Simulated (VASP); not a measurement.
## Input and output of a VASP r²SCAN single-point calculation on ZnSe (zincblende)

INCAR

```
EDIFF = 1E-7
LCHARG = .FALSE.
NELM = 120
METAGGA = R2SCAN
LREAL = .FALSE.
SIGMA = 0.01
IBRION = -1
NSW = 0
ISIF = 2
LWAVE = .FALSE.
NBANDS = 16
LASPH = .TRUE.
ALGO = Normal
ISMEAR = 0
PREC = Accurate
ENCUT = 520
```

KPOINTS

```
KPOINTS created by Atomic Simulation Environment
0
Gamma
8 8 8
0 0 0
```

KPOINTS_OPT

```
special points
6
Reciprocal
0.0000000000 0.0000000000 0.0000000000 1
-0.5000000000 -0.5000000000 0.0000000000 1
-0.3750000000 -0.3750000000 0.2500000000 1
-0.3750000000 0.0000000000 0.3750000000 1
0.0000000000 0.0000000000 0.5000000000 1
-0.5000000000 -0.2500000000 0.2500000000 1
```

POSCAR

```
Zn Se
 1.0000000000000000
    -0.0000000000000000    2.8324206843821043    2.8324206843821043
     2.8324206843821043    0.0000000000000000    2.8324206843821043
     2.8324206843821043    2.8324206843821043    0.0000000000000000
 Zn  Se
   1   1
Cartesian
  0.0000000000000000 -0.0000000000000000  0.0000000000000000
  1.4162103421910519  1.4162103421910519  1.4162103421910519
```

VASP ran with the recommended PBE PAW datasets (18 valence electrons in the cell).

Command

```
mpirun -np 1 vasp_std
```

OSZICAR

```
N       E                     dE             d eps       ncg     rms          rms(c)
DAV:   1     0.661395108813E+02    0.66140E+02   -0.89461E+03   928   0.129E+03
DAV:   2    -0.221320510990E+02   -0.88272E+02   -0.83210E+02  1032   0.255E+02
DAV:   3    -0.276469434546E+02   -0.55149E+01   -0.54945E+01  1152   0.628E+01
DAV:   4    -0.276879362210E+02   -0.40993E-01   -0.40989E-01  1096   0.572E+00
DAV:   5    -0.276881066418E+02   -0.17042E-03   -0.17042E-03  1200   0.335E-01    0.504E+00
DAV:   6    -0.249226312392E+02    0.27655E+01   -0.13231E+00   976   0.321E+01    0.470E+00
DAV:   7    -0.248933215325E+02    0.29310E-01   -0.30369E-01  1160   0.865E+00    0.223E+00
DAV:   8    -0.249072975365E+02   -0.13976E-01   -0.34378E-02  1192   0.172E+00    0.540E-01
DAV:   9    -0.249091343422E+02   -0.18368E-02   -0.42260E-03  1200   0.147E+00    0.875E-02
DAV:  10    -0.249092635456E+02   -0.12920E-03   -0.96356E-04  1192   0.397E-01    0.555E-02
DAV:  11    -0.249092371102E+02    0.26435E-04   -0.41258E-04  1208   0.454E-01    0.470E-02
DAV:  12    -0.249092219928E+02    0.15117E-04   -0.13162E-04  1160   0.278E-01    0.785E-03
DAV:  13    -0.249092296926E+02   -0.76999E-05   -0.12552E-05  1224   0.659E-02    0.500E-03
DAV:  14    -0.249092283239E+02    0.13687E-05   -0.29755E-06  1160   0.315E-02    0.998E-04
DAV:  15    -0.249092292573E+02   -0.93344E-06   -0.12278E-07   752   0.573E-03    0.221E-04
DAV:  16    -0.249092291804E+02    0.76965E-07   -0.32712E-08   520   0.203E-03
   1 F= -.24909229E+02 E0= -.24909229E+02  d E =-.150210E-71
       N       E                     dE             ncg
DAV:   1     0.695550821273E+03   -0.32029E+04      192
DAV:   2     0.173162575967E+03   -0.52239E+03      232
DAV:   3     0.140883569263E+03   -0.32279E+02      224
DAV:   4     0.140658498798E+03   -0.22507E+00      256
DAV:   5     0.140657592667E+03   -0.90613E-03      224
DAV:   6     0.140657585227E+03   -0.74405E-05      240
DAV:   7     0.140657585147E+03   -0.80109E-07      248
```

From OUTCAR

```
k-points           NKPTS =     29   k-points in BZ     NKDIM =     29   number of bands    NBANDS=     16

   NELECT =      18.0000    total number of electrons

   dimension x,y,z NGX =    30 NGY =   30 NGZ =   30
   dimension x,y,z NGXF=    60 NGYF=   60 NGZF=   60

  energy-cutoff  :      520.00
  volume of cell :       45.45
      direct lattice vectors                 reciprocal lattice vectors
     0.000000000  2.832420684  2.832420684    -0.176527450  0.176527450  0.176527450
     2.832420684  0.000000000  2.832420684     0.176527450 -0.176527450  0.176527450
     2.832420684  2.832420684  0.000000000     0.176527450  0.176527450 -0.176527450

 k-points in reciprocal lattice and weights: KPOINTS created by Atomic Simulation Env
   0.00000000  0.00000000  0.00000000       0.002
   0.12500000  0.00000000  0.00000000       0.016
   0.25000000  0.00000000  0.00000000       0.016
   0.37500000  0.00000000  0.00000000       0.016
   0.50000000  0.00000000  0.00000000       0.008
   0.12500000  0.12500000  0.00000000       0.012
   0.25000000  0.12500000  0.00000000       0.047
   0.37500000  0.12500000  0.00000000       0.047
   ...

 E-fermi :   1.4354

 k-point     1 :       0.0000    0.0000    0.0000
  band No.  band energies     occupation
      1     -12.4124      2.00000
      2      -5.3882      2.00000
      3      -5.3882      2.00000
      4      -5.3882      2.00000
      5      -4.9796      2.00000
      6      -4.9796      2.00000
      7       1.3108      2.00000
      8       1.3108      2.00000
      9       1.3108      2.00000
     10       3.1841      0.00000
     11       7.6258      0.00000
     12       7.6260      0.00000
     13       7.6260      0.00000
     14      11.9072      0.00000
     15      13.3418      0.00000
     16      13.3418      0.00000

 k-point     2 :       0.1250    0.0000    0.0000
  band No.  band energies     occupation
      1     -12.3080      2.00000
      2      -5.3790      2.00000
      3      -5.3714      2.00000
      4      -5.3714      2.00000
      5      -4.9809      2.00000
      6      -4.9809      2.00000
      7       0.0575      2.00000
      8       1.1573      2.00000
      9       1.1573      2.00000
     10       4.1058      0.00000
     11       7.5585      0.00000
     12       7.8871      0.00000
     13       7.8873      0.00000
     14      12.5478      0.00000
     15      12.5478      0.00000
     16      12.7980      0.00000

 k-point     3 :       0.2500    0.0000    0.0000
  band No.  band energies     occupation
      1     -12.0371      2.00000
      2      -5.3339      2.00000
      3      -5.3339      2.00000
      4      -5.3166      2.00000
      5      -4.9795      2.00000
      6      -4.9795      2.00000
      7      -1.7270      2.00000
      8       0.8269      2.00000
      9       0.8269      2.00000
     10       4.5889      0.00000
     11       8.2658      0.00000
     12       8.2659      0.00000
     13       8.4047      0.00000
     14      12.3177      0.00000
     15      12.3178      0.00000
     16      12.6374      0.00000

 k-point     4 :       0.3750    0.0000    0.0000
  band No.  band energies     occupation
      1     -11.7330      2.00000
      2      -5.3029      2.00000
      3      -5.3028      2.00000
      4      -5.1090      2.00000
      5      -4.9694      2.00000
      6      -4.9694      2.00000
      7      -3.2293      2.00000
      8       0.5370      2.00000
      9       0.5370      2.00000
     10       4.4560      0.00000
     11       8.2562      0.00000
     12       8.2563      0.00000
     13       9.8799      0.00000
     14      12.3965      0.00000
     15      13.5066      0.00000
     16      13.5067      0.00000

 k-point     5 :       0.5000    0.0000    0.0000
  band No.  band energies     occupation
      1     -11.5948      2.00000
      2      -5.2925      2.00000
      3      -5.2924      2.00000
      4      -4.9621      2.00000
      5      -4.9620      2.00000
      6      -4.8234      2.00000
      7      -4.0007      2.00000
      8       0.4257      2.00000
      9       0.4257      2.00000
     10       4.3661      0.00000
     11       8.1757      0.00000
     12       8.1758      0.00000
     13      10.3889      0.00000
     14      13.0213      0.00000
     15      15.1325      0.00000
     16      15.1326      0.00000

 k-point     6 :       0.1250    0.1250    0.0000
  band No.  band energies     occupation
      1     -12.2731      2.00000
      2      -5.3941      2.00000
      3      -5.3566      2.00000
      4      -5.3566      2.00000
      5      -4.9911      2.00000
      6      -4.9722      2.00000
      7       0.0771      2.00000
      8       0.8822      2.00000
      9       0.8822      2.00000
     10       4.5322      0.00000
     11       6.8524      0.00000
     12       8.3138      0.00000
     13       8.3139      0.00000
     14      11.2856      0.00000
     15      13.2562      0.00000
     16      13.5727      0.00000

 k-point     7 :       0.2500    0.1250    0.0000
  band No.  band energies     occupation
      1     -12.0569      2.00000
      2      -5.3731      2.00000
      3      -5.3172      2.00000
      4      -5.3124      2.00000
      5      -4.9966      2.00000
      6      -4.9657      2.00000
      7      -1.2633      2.00000
      8       0.4942      2.00000
      9       0.5564      2.00000
     10       5.2549      0.00000
     11       6.7868      0.00000
     12       8.7362      0.00000
     13       8.9113      0.00000
     14      10.9750      0.00000
     15      13.4465      0.00000
     16      14.1035      0.00000

 k-point     8 :       0.3750    0.1250    0.0000
  band No.  band energies     occupation
      1     -11.7593      2.00000
      2      -5.3154      2.00000
      3      -5.2813      2.00000
      4      -5.1932      2.00000
      5      -4.9781      2.00000
      6      -4.9588      2.00000
      7      -2.7408      2.00000
      8       0.1168      2.00000
      9       0.2235      2.00000
     10       5.2418      0.00000
     11       7.5388      0.00000
     12       8.9962      0.00000
     13       8.9993      0.00000
     14      12.2591      0.00000
     15      13.7209      0.00000
     16      14.2663      0.00000

 k-point     9 :       0.5000    0.1250    0.0000
  band No.  band energies     occupation
      1     -11.5583      2.00000
      2      -5.2901      2.00000
      3      -5.2681      2.00000
      4      -5.0067      2.00000
      5      -4.9598      2.00000
      6      -4.8431      2.00000
      7      -3.7678      2.00000
      8      -0.2454      2.00000
      9       0.1901      2.00000
     10       5.1403      0.00000
     11       7.6383      0.00000
     12       8.7440      0.00000
     13      10.3029      0.00000
     14      12.9310      0.00000
     15      14.5113      0.00000
     16      15.1441      0.00000

 k-point    10 :      -0.3750    0.1250    0.0000
  band No.  band energies     occupation
      1     -11.6047      2.00000
      2      -5.2872      2.00000
      3      -5.2788      2.00000
      4      -5.0215      2.00000
      5      -4.9761      2.00000
      6      -4.9189      2.00000
      7      -3.5079      2.00000
      8      -0.3679      2.00000
      9       0.4048      2.00000
     10       5.1913      0.00000
     11       7.8154      0.00000
     12       8.5739      0.00000
     13      10.0892      0.00000
     14      13.0600      0.00000
     15      13.2771      0.00000
     16      15.1080      0.00000

 k-point    11 :      -0.2500    0.1250    0.0000
  band No.  band energies     occupation
      1     -11.8611      2.00000
      2      -5.3111      2.00000
      3      -5.3048      2.00000
      4      -5.2531      2.00000
      5      -4.9915      2.00000
      6      -4.9601      2.00000
      7      -2.2807      2.00000
      8      -0.1694      2.00000
      9       0.7744      2.00000
     10       5.3094      0.00000
     11       8.0002      0.00000
     12       8.4354      0.00000
     13       8.6872      0.00000
     14      11.5971      0.00000
     15      13.3342      0.00000
     16      14.3952      0.00000

 k-point    12 :      -0.1250    0.1250    0.0000
  band No.  band energies     occupation
      1     -12.1474      2.00000
      2      -5.3614      2.00000
      3      -5.3512      2.00000
      4      -5.3350      2.00000
      5      -4.9908      2.00000
      6      -4.9721      2.00000
      7      -0.8788      2.00000
      8       0.4171      2.00000
      9       1.1044      2.00000
     10       4.9201      0.00000
     11       7.3603      0.00000
     12       8.0509      0.00000
     13       8.5677      0.00000
     14      11.5317      0.00000
     15      12.5867      0.00000
     16      13.9612      0.00000

 ...

  Total        0.0308293      0.0308293      0.0308293      0.0000000      0.0000000      0.0000000
  in kB        1.0868548      1.0868548      1.0868548      0.0000000      0.0000000      0.0000000
  external PRESSURE =       1.0868548 kB  Pullay stress =       0.0000000 kB

 POSITION                                       TOTAL-FORCE (eV/Angst)
 -----------------------------------------------------------------------------------
      0.00000      0.00000      0.00000        -0.000000     -0.000000     -0.000000
      1.41621      1.41621      1.41621         0.000000      0.000000      0.000000
 -----------------------------------------------------------------------------------
    total drift:                                0.000022      0.000022      0.000022

  FREE ENERGIE OF THE ION-ELECTRON SYSTEM (eV)
  ---------------------------------------------------
  free  energy   TOTEN  =       -24.9092291804 eV

  energy  without entropy=      -24.9092291804  energy(sigma->0) =      -24.90922918
```

```yaml
gap_between_bands_v_and_c: 1.87 eV
least_direct_gap: 1.87 eV
pressure: 0.1 GPa
```

Band v is the last that the valence electrons fill when counted band by band, and c is the next.

The run took about 1.8 min on one core of a shared host (Intel Xeon Platinum 8488C) and held 0.18 GiB at most.
